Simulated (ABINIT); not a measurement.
Runs of ABINIT 10.8.3 (patched build) on Ti. Symmetry: P6_3/mmc, No. 194, hexagonal system. Conventional cell: a = 2.950 Å, b = 2.950 Å, c = 4.680 Å, α = 90.00°, β = 90.00°, γ = 120.00°. Ti (site symmetry -6m2) has 12 Ti at 2.89 to 2.95 Å as nearest neighbours. 

```csv
task,level,k mesh,cutoff (eV),fine-grid cutoff,gap on the mesh (eV),pressure (GPa),V0 of scaled cells (Å³/atom),B0 (GPa)
single point,r2SCAN,13 × 13 × 8,490,979.61 eV,none,-2.9,-,-
equation of state,BP86,10 × 10 × 6,408,816.342 eV,-,-,(a),111
equation of state,PBEsol,10 × 10 × 6,272,544.228 eV,-,-,16.73,116
equation of state,WC,10 × 10 × 6,408,816.342 eV,-,-,16.78,(c)
band structure,PW91,10 × 10 × 6,408,816.342 eV,none,(b),-,-
```

Alike in all rows: potentials or basis JTH PAW PBE v2.0; no spin polarisation; cell as given; smearing fermi-dirac 0.05 eV.

Problem. Fill in the values left out.

Solution. (a) 17.32; (b) -1.8; (c) 118.

Caveats: the PAW data sets were made with another functional, which shifts forces and pressure a little; pressures at fixed basis lie under the slope of the energies (some runs); the cell was scaled at fixed shape and fractional positions, which overstates the stiffness of a crystal with free parameters, most of all of layers and chains (some runs).

A gap of «none» marks a metal or a gap under the smearing width.
